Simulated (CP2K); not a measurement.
**TePb under changes of volume**

One of the cells (32.055 Å³/atom); the others are scaled copies at fixed shape and fractional positions:

```
CELL_PARAMETERS angstrom
4.00229 0.00000 0.00000
0.00000 4.00229 0.00000
0.00000 0.00000 4.00229
ATOMIC_POSITIONS crystal
Pb 0.00000 0.00000 0.00000
Te 0.50000 0.50000 0.50000
```

Measurements of this composition are mostly on another form, of space group No. 225.

* Program: CP2K 2026.2
* Functional: PBE
* Potentials or basis: POTENTIAL_UZH Pb GTH-PBE-q4, Te GTH-PBE-q6; TZVP-MOLOPT-PBE-GTH basis
* Density cutoff: 6123 eV
* k mesh: 7 × 7 × 7
* Occupations: fermi-dirac, width 0.05 eV
* Spin: no spin polarisation

```csv
volume (Å³/atom),energy over the lowest point (meV/atom),pressure (GPa)
30.132,27.24,3.7
30.773,14.57,2.6
31.414,6.06,1.6
32.055,1.31,0.7
32.696,0.00,-0.1
33.337,?,?
33.978,6.50,-1.6
```

What does the run at 33.337 Å³/atom give?

Energy over the lowest point 1.82 meV/atom; pressure -0.9 GPa.

Worked out: A Birch-Murnaghan fit of order 3 (a polynomial in V^(-2/3)) to the other rows has its minimum at 32.63 Å³/atom with B0 = V·E''(V) = 40 GPa and B' = 3.7. It gives 1.82 meV/atom at 33.337 Å³/atom, against the run's 1.82, and -dE/dV = -0.8 GPa, against -0.9.

Energies are extrapolated to zero smearing.

Caveats: the basis of atomic orbitals isn't converged, which shifts pressures, moduli and gaps.
